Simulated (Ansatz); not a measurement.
ZrC in Ansatz: the effect of functional

Crystal: ZrC.

```xyz
2
Lattice="0.0000 2.3807 2.3807 2.3807 0.0000 2.3807 2.3807 2.3807 0.0000" Properties=species:S:1:pos:R:3 pbc="T T T"
Zr    2.3807    2.3807    2.3807
C     0.0000    0.0000    0.0000
```

The cell isn't the ideal one: volume scaled by 1.02.

Alike in all runs:

* Program: Ansatz 0.2.0
* Task: single point
* Potentials or basis: Ansatz PAW
* k mesh: 10 × 10 × 10
* Occupations: fermi-dirac, width 0.05 eV
* Spin: no spin polarisation

```csv
functional,cutoff,pressure (GPa)
LDA,420 eV (not typed: the program's choice for these potentials),?
r2SCAN,500 eV (not typed: the program's choice for these potentials),-6.8
PBE,420 eV (not typed: the program's choice for these potentials),-6.9
```

Problem. What does the run with functional LDA give?

Solution. Pressure -16.2 GPa.

Caveats: the PAW data sets come from PBE, with cores solved anew for the run's functional, which leaves a small shift of forces and pressure (some runs).
